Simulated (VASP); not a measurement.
Write the native input for VASP 6.6.1 that does the following.

```
Task                   : electric field gradients
Functional             : PBE
Potentials or basis    : VASP PAW PBE potentials, release 64 (Ag)
Cutoff                 : 520 eV
k mesh                 : 16 × 16 × 4
Occupations            : fermi-dirac, width 0.05 eV
Spin                   : no spin polarisation
Dipole correction      : no
Further INCAR settings : ALGO = Fast; EDIFF = 1e-08; NBANDS = 30
```

The structure of Ag lies in POSCAR:

```
Ag
1.0
    2.8861989086      0.0000000000      0.0000000000
   -1.4430994543      2.4995215753      0.0000000000
    0.0000000000      0.0000000000     10.0000000000
Ag
4
Direct
    0.3333333333      0.6666666667      0.2500000000
    0.6666666667      0.3333333333      0.7500000000
    0.0000000000      0.0000000000      0.0000000000
    0.0000000000      0.0000000000      0.5000000000
```

This isn't the form of Ag at room conditions, which is fcc.

One way to write it, as run:

INCAR

```
  PREC = Accurate
  ENCUT = 520
  EDIFF = 1E-8
  ISMEAR = -1
  SIGMA = 0.05
  LREAL = F
  LASPH = T
  NELM = 100
  ALGO = Fast
  ISIF = 2
  LWAVE = F
  LCHARG = F
  GGA = PE
  LEFG = T
  NBANDS = 30
```

KPOINTS

```
regular mesh
0
Gamma
  16 16 4
```

Potentials or basis: VASP PAW PBE potentials, release 64 (Ag).

Run with:

```console
$ cat potpaw_PBE.64/Ag/POTCAR > POTCAR
$ mpirun -np 1 vasp_std > vasp.out
```

It gave:

* Pressure: -0.5 GPa
* Band gap on the k mesh: none (metal or under the smearing width)

Wall time 2.8 min on 1 thread of Intel(R) Xeon(R) Platinum 8488C (Sapphire Rapids) (shared host), peak memory 0.29 GiB.
